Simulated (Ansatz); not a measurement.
Input and command of a plane-wave DFT calculation in Ansatz:

```yaml
crystal:
  lattice:
    - [4.9071306564, 0.0, 0.0]
    - [0.0, 8.4947818529, 0.0]
    - [-2.4535653282, -4.2473909265, 8.5819717627]
  atoms:
    - { symbol: K, position: [0.75, 0.25, 0.5] }
    - { symbol: K, position: [0.25, 0.75, 0.5] }
    - { symbol: K, position: [0.5, 0.0, 0.0] }
    - { symbol: K, position: [0.0, 0.5, 0.0] }
    - { symbol: I, position: [0.625, 0.7917089835, 0.25] }
    - { symbol: I, position: [0.125, 0.2917089835, 0.25] }
    - { symbol: I, position: [0.875, 0.7082910165, 0.75] }
    - { symbol: I, position: [0.375, 0.2082910165, 0.75] }
basis:
  ecutwfc: 500
kpoints:
  mp_grid: { grid: [6, 6, 6] }
hamiltonian:
  xc: r2scan
scf:
  occupations: { method: gaussian, width: 0.05 }
output:
  forces: true
  stress: true
  eigenvalues: true
```

```bash
ansatz run input.yaml --threads 1 --pin off --max-ram 2560MiB --backend cpu --events-out ev --progress --plain --runs-dir out
```

Processor: Arm Neoverse V1, 1 thread, on a host shared with other jobs.

Problem. How long does it run, and how much memory does it take?

Solution. About 2.3 min on 1 thread of Arm Neoverse V1, on a shared host, peak memory 1.7 GiB. It solves 63 bands at 46 k points (the mesh reduced by the symmetry that the task leaves, which can be less than the crystal's) with about 9001 plane waves, in 6 SCF iterations.
